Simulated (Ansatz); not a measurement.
# Zr2N: how the energy converges with the cutoff

Zr2N, P4_2/mnm, a = 5.413 Å, c = 3.308 Å. The structure is a Materials Project entry; whether it is the stable form wasn't checked. Ansatz: r2SCAN, PAW, cutoff varied, Γ-centred 8×8×10 mesh on 6 atoms, Gaussian smearing 0.10 eV; no spin polarisation. Single points at one geometry, the cutoff alone changed; ΔE is the energy at zero smearing over the run at 850 eV. The runs up to 460 eV lie under the cutoff recommended for these PAW datasets.

| cutoff (eV) | ΔE (meV/atom) |
| --- | --- |
| 150 | 7493.90 |
| 200 | 1848.10 |
| 250 | 498.60 |
| 300 | 116.99 |
| 350 | 28.28 |
| 380 | 14.15 |
| 460 | ? |
| 500 | 3.35 |
| 520 | 2.79 |
| 600 | 1.30 |
| 700 | 0.54 |

**Question.** Assume ΔE falls exponentially with the cutoff, fit y = ln ΔE against x, the cutoff in eV, to the other rows, and predict the missing value.

**Answer.** y = 8.922, 7.522, 6.212, 4.762, 3.342, 2.650, 1.209, 1.026, 0.262, -0.616. Means x = 395.0, y = 3.5291; Σ(Δx)² = 292050, ΣΔxΔy = -5075; the slope is their ratio. y = 10.39 − 0.01738 x, a factor of ten per 132 eV. At 460 eV this gives ΔE = 10.97 meV/atom. The run gave 4.84, a ratio of 2.27. Between neighbouring rows the decay runs from a factor of ten per 79 eV to one per 262 eV, so one exponential is only a rough guide. The fast fall gives way to a slow tail.